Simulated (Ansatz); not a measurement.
NaCl built on the zincblende prototype, relaxed with r2SCAN in Ansatz. The symmetry is F-43m (No. 216, cubic); conventional cell a = 6.175 Å, 29.43 Å³ an atom. Na has 4 Cl at 2.67 Å; Cl has 4 Na at 2.67 Å.

The axes x, y and z are those of this cell:
```xyz
2
Lattice="0.0000 3.0873 3.0873 3.0873 0.0000 3.0873 3.0873 3.0873 0.0000" Properties=species:S:1:pos:R:3 pbc="T T T"
Na    0.0000    0.0000    0.0000
Cl    1.5436    1.5436    1.5436
```

Unstrained: PBE gives a direct gap of 4.942 eV at Γ. The r2SCAN gap is direct at Γ: 5.552 eV. HSE06 gives a direct gap of 6.246 eV at Γ. Meshes: PBE 8×8×8, r2SCAN 8×8×8, HSE06 6×6×6. Strains are changes of length per length. After each strain the atoms were relaxed again with r2SCAN within the symmetry that the strain leaves, so tilts or polar shifts that break it weren't tested; points keep the names that they have in the unstrained zone. Spin-unpolarised throughout. Whether this structure exists isn't addressed.

Question: Apply epitaxial -4.18 % in the plane normal to [111], free normal strain +4.47 %. How far does the gap move, against the unstrained cell?

Answer: PBE: the gap goes from 4.942 to 4.902 eV (-0.040 eV); with r2SCAN the top three valence levels at Γ, degenerate before, become 2+1 from the top over 262 meV. r2SCAN: the gap goes from 5.552 to 5.505 eV (-0.047 eV). HSE06: the gap goes from 6.246 to 6.208 eV (-0.038 eV). The r2SCAN energy rises by 8.1 meV an atom.

Question: Apply uniaxial -4.15 % along [111], other directions held. How far does the gap move, against the unstrained cell?

Answer: PBE: the gap goes from 4.942 to 4.961 eV (+0.019 eV); with r2SCAN the top three valence levels at Γ, degenerate before, become 1+2 from the top over 112 meV. r2SCAN: the gap goes from 5.552 to 5.567 eV (+0.015 eV). HSE06: the gap goes from 6.246 to 6.270 eV (+0.024 eV). The r2SCAN energy rises by 4.2 meV an atom.

Question: Estimate what isotropic -0.77 % on every length does to the gap.

Answer: PBE: the gap goes from 4.942 to 4.999 eV (+0.057 eV). r2SCAN: the gap goes from 5.552 to 5.607 eV (+0.055 eV). HSE06: the gap goes from 6.246 to 6.307 eV (+0.061 eV). The r2SCAN energy rises by 1.0 meV an atom.

The meshes of the hybrids are coarse, so their gaps aren't converged to the digits shown.

The splittings at Γ are without spin-orbit coupling, which regroups them where it is of like size or larger.
